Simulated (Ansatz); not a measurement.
Wurtzite ZnO, relaxed with r2SCAN in the plane-wave code Ansatz. Space group P6_3mc (No. 186), hexagonal; a = 3.235 Å, c = 5.211 Å in the conventional setting, 11.81 Å³ an atom. Around Zn lie 4 O at 1.97–1.98 Å; around O lie 4 Zn at 1.97–1.98 Å.

The axes x, y and z are those of this cell:
```yaml
crystal:
  lattice:
    - [3.23534, 0.00000, 0.00000]
    - [-1.61767, 2.80189, 0.00000]
    - [0.00000, 0.00000, 5.21095]
  atoms:
    - { symbol: Zn, position: [0.33333, 0.66667, 0.99765] }
    - { symbol: Zn, position: [0.66667, 0.33333, 0.49765] }
    - { symbol: O, position: [0.33333, 0.66667, 0.37735] }
    - { symbol: O, position: [0.66667, 0.33333, 0.87735] }
```

Unstrained: With PBE the gap is 0.808 eV and direct, at Γ. r2SCAN gives a direct gap of 1.238 eV at Γ. With HSE06 the gap is 2.532 eV and direct, at Γ. Meshes: PBE 12×12×6, r2SCAN 12×12×6, HSE06 6×6×4. Strains are changes of length per length. After each strain the atoms were relaxed again with r2SCAN within the symmetry that the strain leaves, so tilts or polar shifts that break it weren't tested; points keep the names that they have in the unstrained zone. Spin-unpolarised throughout; all numbers are computed.

Q: Estimate what isotropic -4.0 % on every length does to the gap.

A: PBE: the gap goes from 0.808 to 0.976 eV (+0.168 eV); with r2SCAN the top three valence levels at Γ, grouped 2+1 from the top over 96 meV, become 2+1 over 145 meV. r2SCAN: the gap goes from 1.238 to 1.413 eV (+0.175 eV). HSE06: the gap goes from 2.532 to 2.792 eV (+0.260 eV). The r2SCAN energy rises by 91.5 meV an atom.

Q: Estimate what isotropic +3.0 % on every length does to the gap.

A: PBE: the gap goes from 0.808 to 0.678 eV (-0.130 eV); with r2SCAN the top three valence levels at Γ, grouped 2+1 from the top over 96 meV, become 2+1 over 66 meV. r2SCAN: the gap goes from 1.238 to 1.101 eV (-0.137 eV). HSE06: the gap goes from 2.532 to 2.326 eV (-0.206 eV). The r2SCAN energy rises by 40.5 meV an atom.

Q: Apply isotropic +1.0 % on every length. How far does the gap move, against the unstrained cell?

A: PBE: the gap goes from 0.808 to 0.766 eV (-0.042 eV); with r2SCAN the top three valence levels at Γ, grouped 2+1 from the top over 96 meV, become 2+1 over 85 meV. r2SCAN: the gap goes from 1.238 to 1.193 eV (-0.045 eV). HSE06: the gap goes from 2.532 to 2.465 eV (-0.067 eV). The r2SCAN energy rises by 4.8 meV an atom.

Q: Estimate what isotropic +2.0 % on every length does to the gap.

A: PBE: the gap goes from 0.808 to 0.722 eV (-0.086 eV); with r2SCAN the top three valence levels at Γ, grouped 2+1 from the top over 96 meV, become 2+1 over 76 meV. r2SCAN: the gap goes from 1.238 to 1.147 eV (-0.091 eV). HSE06: the gap goes from 2.532 to 2.396 eV (-0.136 eV). The r2SCAN energy rises by 18.6 meV an atom.

Q: Apply isotropic -1.0 % on every length. How far does the gap move, against the unstrained cell?

A: PBE: the gap goes from 0.808 to 0.850 eV (+0.042 eV); with r2SCAN the top three valence levels at Γ, grouped 2+1 from the top over 96 meV, become 2+1 over 108 meV. r2SCAN: the gap goes from 1.238 to 1.282 eV (+0.044 eV). HSE06: the gap goes from 2.532 to 2.599 eV (+0.067 eV). The r2SCAN energy rises by 5.2 meV an atom.

Q: Apply isotropic -2.0 % on every length. How far does the gap move, against the unstrained cell?

A: PBE: the gap goes from 0.808 to 0.893 eV (+0.085 eV); with r2SCAN the top three valence levels at Γ, grouped 2+1 from the top over 96 meV, become 2+1 over 120 meV. r2SCAN: the gap goes from 1.238 to 1.326 eV (+0.088 eV). HSE06: the gap goes from 2.532 to 2.664 eV (+0.132 eV). The r2SCAN energy rises by 21.3 meV an atom.

Q: Estimate what isotropic +4.0 % on every length does to the gap.

A: PBE: the gap goes from 0.808 to 0.634 eV (-0.174 eV); with r2SCAN the top three valence levels at Γ, grouped 2+1 from the top over 96 meV, become 2+1 over 58 meV. r2SCAN: the gap goes from 1.238 to 1.054 eV (-0.184 eV). HSE06: the gap goes from 2.532 to 2.255 eV (-0.277 eV). The r2SCAN energy rises by 69.7 meV an atom.

Q: Estimate what isotropic -3.0 % on every length does to the gap.

A: PBE: the gap goes from 0.808 to 0.935 eV (+0.127 eV); with r2SCAN the top three valence levels at Γ, grouped 2+1 from the top over 96 meV, become 2+1 over 133 meV. r2SCAN: the gap goes from 1.238 to 1.370 eV (+0.132 eV). HSE06: the gap goes from 2.532 to 2.729 eV (+0.197 eV). The r2SCAN energy rises by 49.7 meV an atom.

The meshes of the hybrids are coarse, so their gaps aren't converged to the digits shown.

The splittings at Γ are without spin-orbit coupling, which regroups them where it is of like size or larger.
